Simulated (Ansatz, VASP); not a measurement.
# Two plane-wave programs on LiF

Contents of INCAR:

```
SYSTEM = LiF
PREC     = Accurate       ! precision mode
ENCUT    = 520            ! plane-wave cutoff, eV
EDIFF    = 1E-8           ! SCF threshold, eV
ISMEAR   = -1             ! smearing method
SIGMA    = 0.03           ! smearing width, eV
LREAL    = .False.        ! projectors in reciprocal space
LASPH    = .True.         ! aspherical terms in the spheres
NELM     = 100            ! most SCF steps
ALGO     = Normal         ! electronic algorithm
ISIF     = 2              ! what is computed and relaxed
LWAVE    = .False.        ! write WAVECAR
LCHARG   = .False.        ! write CHGCAR
GGA      = CA             ! functional
LEFG     = .True.       
NBANDS   = 12             ! bands
```

The input KPOINTS:

```
regular mesh
0
Gamma
  10 10 10
  0 0 0
```

File POSCAR:

```
LiF
1.0
    0.0000000000      2.0140000000      2.0140000000
    2.0140000000      0.0000000000      2.0140000000
    2.0140000000      2.0140000000      0.0000000000
Li F
1 1
Direct
    0.0000000000      0.0000000000      0.0000000000
    0.5000000000      0.5000000000      0.5000000000
```

Input for Ansatz:

```yaml
crystal:
  lattice:
    - [0.0, 2.014, 2.014]
    - [2.014, 0.0, 2.014]
    - [2.014, 2.014, 0.0]
  atoms:
    - { symbol: Li, position: [0.0, 0.0, 0.0] }
    - { symbol: F, position: [0.5, 0.5, 0.5] }
kpoints:
  mp_grid: { grid: [10, 10, 10] }
  band_path:
    path:
      - [0.0, 0.0, 0.0]
      - [0.5, 0.0, 0.5]
      - [0.625, 0.25, 0.625]
      - [0.375, 0.375, 0.75]
      - [0.0, 0.0, 0.0]
      - [0.5, 0.5, 0.5]
      - [0.5, 0.25, 0.75]
      - [0.5, 0.0, 0.5]
    npoints: 5
scf:
  occupations: { method: fermi_dirac, width: 0.03 }
hamiltonian:
  xc: lda
  pseudopotentials: { kind: paw }
output:
  forces: true
  stress: true
  eigenvalues: true
  efg: { contact_densities: true }
  write_density: true
  write_potential: true
  elf: true
  volumetric_format: npy
```

Alike in both runs: task electric field gradients; functional LDA; k mesh 10 × 10 × 10; occupations fermi-dirac, width 0.03 eV; no spin polarisation.

|  | VASP | Ansatz |
| --- | --- | --- |
| version | VASP 6.6.1 | Ansatz 0.2.0 |
| potentials or method | VASP PAW LDA potentials, release 64 (Li_sv, F) | PAW with Ansatz's default frozen-core files, scalar-relativistic |
| plane-wave cutoff (eV) | 520 | 420 |
| valence electrons in the cell | 10 | 10 |

|  | VASP | Ansatz | Ansatz less VASP |
| --- | --- | --- | --- |
| gap on the k mesh at the Fermi level (eV) | 8.83 | 8.84 | +0.011 |
| Vzz of the field gradient on the site that differs most (V/Å²) | 0.0 | 0.0 | 0.00 |

 A k mesh can miss the band edges.
